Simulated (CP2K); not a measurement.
## NaI in CP2K: the effect of functional

NaI:

```
I Na
1.0
     4.57696    0.00000    0.00000
     2.28848    3.96376    0.00000
     2.28848    1.32125    3.73707
I Na
1 1
Direct
  0.50000 0.50000 0.50000
  0.00000 0.00000 0.00000
```

Alike in all runs:

| Quantity | Value |
| --- | --- |
| Program | CP2K 2026.2 |
| Task | atomic charges |
| Potentials or basis | POTENTIAL_UZH I GTH-PBE-q7, Na GTH-PBE-q9; TZVP-MOLOPT-PBE-GTH basis |
| Density cutoff | 19048 eV |
| k mesh | 7 × 7 × 7 |
| Occupations | fermi-dirac, width 0.05 eV |
| Spin | no spin polarisation |

One run gave: gap on the mesh 5.55 eV; pressure 1.4 GPa. Which functional did it use?
A. PBE
B. BLYP
C. HLE16
D. WC
E. LDA

C.

```tsv
functional	gap on the mesh (eV)	pressure (GPa)
PBE	3.63	0.7
LDA	3.22	-1.1
HLE16	5.55	1.4
WC	3.47	0.0
BLYP	3.77	1.6
MS2	4.45	0.0
```

Caveats: spin-orbit coupling is left out, which moves the levels of the heavy elements; the basis of atomic orbitals isn't converged, which shifts pressures, moduli and gaps; the potentials were made for another functional, which shifts forces and pressure (some runs); the potentials were made for a functional far from this one (some runs).

